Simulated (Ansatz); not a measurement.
Structures of BaS: which is lowest?

Plane-wave DFT in Ansatz with scalar-relativistic PAW potentials, cutoff 420 eV, Γ-centred meshes chosen by cell and gap, Gaussian smearing with energies taken to zero width. Every cell was relaxed (cell and atoms) in a run of its own, within the symmetry of its start. Functional: PBEsol.

Relaxed structures (starts from databases or built by putting these elements on another compound's sites):
A. P6_3/mmc, 4 atoms in the computed cell, a = 5.306 Å, c = 6.293 Å; sites (symmetry × multiplicity) Ba -6m2 × 2, S -6m2 × 2; start: built
B. Fm-3m, 2 atoms in the computed cell, a = 6.332 Å; sites (symmetry × multiplicity) Ba m-3m × 4, S m-3m × 4; start: database
C. F-43m, 2 atoms in the computed cell, a = 6.943 Å; sites (symmetry × multiplicity) Ba -43m × 4, S -43m × 4; start: built

Problem. Rank them by energy. Could pressure change the order?

Solution.
```csv
structure,group,E − E(lowest) (meV/atom),V (Å³/atom),gap on mesh (eV)
B,Fm-3m,0.0,31.73,2.04
A,P6_3/mmc,129,38.36,2.40
C,F-43m,280,41.83,2.67
```

B is lowest, 129 meV/atom under A. The lowest is also the densest of these, so pressure wouldn't bring one of the others in at first order. Other structures may lie lower than all of these, and vibrations aren't counted.

Spin-orbit coupling is left out, which matters for the bands of heavy elements.